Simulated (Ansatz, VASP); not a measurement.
# One calculation of Al, two programs

```xyz
2
Lattice="0.0000 2.9745 2.9745 2.9745 0.0000 2.9745 2.9745 2.9745 0.0000" Properties=species:S:1:pos:R:3 pbc="T T T"
Al    0.7436    0.7436    0.7436
Al    5.2053    5.2053    5.2053
```

Alike in both runs: functional LDA; k mesh 10 × 10 × 10; occupations fermi-dirac, width 0.1 eV; no spin polarisation.

Ansatz relaxed the structure, and its values are those at the end. VASP's run is a single point on that final structure, the one shown.

|  | VASP | Ansatz |
| --- | --- | --- |
| version | VASP 6.6.1 | Ansatz 0.2.0 |
| potentials or method | VASP PAW LDA potentials, release 64 (Al) | plane waves (420 eV) with PAW, scalar-relativistic |
| plane-wave cutoff (eV) | 520 | 420 |
| valence electrons in the cell | 6 | 6 |

```csv
,VASP,Ansatz,Ansatz less VASP
pressure (GPa),0.0,0.0,-0.03
```

Ansatz warned: «pseudo_functional_mismatch».
